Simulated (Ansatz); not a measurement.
## Is this SiNi structure stable?

It was relaxed at this level from a cell as deposited in COD.

Computed with Ansatz 0.2.0, DFT PBE, scalar-relativistic, plane waves, PAW. Plane waves to 420 eV, a 16×14×10 mesh through Γ for the 4-atom cell and 0.10 eV Gaussian smearing; no spin polarisation.

Space group Pmmn:1 (No. 59). a = 3.021 Å, b = 3.289 Å, c = 4.712 Å, α = 90.00°, β = 90.00°, γ = 90.00°
```json
{"atom": "Si", "site": "2a", "symmetry": "mm2", "x": "0.5000", "y": "0.5000", "z": "0.8428"}
{"atom": "Ni", "site": "2a", "symmetry": "mm2", "x": "0.5000", "y": "0.5000", "z": "0.3421"}
```

The zero of energy is the elements' standard structures at the same level; no fitted shifts are applied.

**Question.** These tests were run: energy against the elements; phonons at Γ. What do they show?

**Answer.**

```json
{"test": "energy against the elements", "result": "−0.45 eV/atom"}
{"test": "phonons at Γ", "result": "lowest optical mode 174 cm⁻¹"}
```

It fails none of these tests. Competing phases weren't compared here. Phonons away from Γ weren't computed.

Trial moments died out on the coarse mesh, so the last step has no spin; another magnetic start might hold. The run for the phonons used a 16×14×10 k mesh and Fermi–Dirac smearing of 0.15 eV.
